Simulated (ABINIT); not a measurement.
**BN: band structure with LDA-PZ**

The system is BN.

```
CELL_PARAMETERS angstrom
0.00000 1.81300 1.81300
1.81300 0.00000 1.81300
1.81300 1.81300 0.00000
ATOMIC_POSITIONS crystal
N 0.25000 0.25000 0.25000
B 0.00000 0.00000 0.00000
```

The cell is a database's computed one.

```yaml
Program: ABINIT 10.8.3 (patched build)
Task: band structure
Functional: LDA-PZ
Potentials_or_basis: JTH PAW LDA v2.0
Cutoff: 680 eV
k_mesh: 13 × 13 × 13
Occupations: fermi-dirac, width 0.05 eV
Spin: no spin polarisation
Fine-grid_cutoff: 1278.94 eV
```

The band gap on the k mesh is 4.40 eV, indirect (least direct gap 8.63 eV). The valence electrons inside the program's atomic spheres are N 2.67; B 2.06.

Levels at the corners of the path, in eV from the valence-band top:
| point | band 1 | band 2 | band 3 | band 4 | band 5 | band 6 | band 7 | band 8 |
| --- | --- | --- | --- | --- | --- | --- | --- | --- |
| Γ | -19.98 | 0.00 | 0.00 | 0.00 | 8.63 | 8.63 | 8.63 | 10.26 |
| X | -14.38 | -8.84 | -4.89 | -4.89 | 4.33 | 9.08 | 17.56 | 17.56 |
| W | -14.05 | -7.48 | -6.96 | -6.51 | 9.40 | 13.11 | 14.18 | 14.50 |
| K | -14.28 | -8.04 | -7.66 | -4.06 | 6.76 | 12.67 | 15.52 | 16.39 |
| Γ | -19.98 | 0.00 | 0.00 | 0.00 | 8.63 | 8.63 | 8.63 | 10.26 |
| L | -15.74 | -10.64 | -1.93 | -1.93 | 10.07 | 10.51 | 10.51 | 14.92 |
| U | -14.28 | -8.04 | -7.66 | -4.06 | 6.76 | 12.67 | 15.52 | 16.39 |
| W | -14.05 | -7.48 | -6.96 | -6.51 | 9.40 | 13.11 | 14.18 | 14.50 |
| L | -15.74 | -10.64 | -1.93 | -1.93 | 10.07 | 10.51 | 10.51 | 14.92 |
| K | -14.28 | -8.04 | -7.66 | -4.06 | 6.76 | 12.67 | 15.52 | 16.39 |

It took 9.3 s on 1 thread of AMD EPYC 9R45 96-Core Processor (Zen 5), on a shared host, peak memory 0.13 GiB.

The gap isn't set beside the measured one, since this odd mesh misses points on the zone boundary.

Caveat: an odd mesh through Γ misses points on the zone boundary, where band edges often lie.
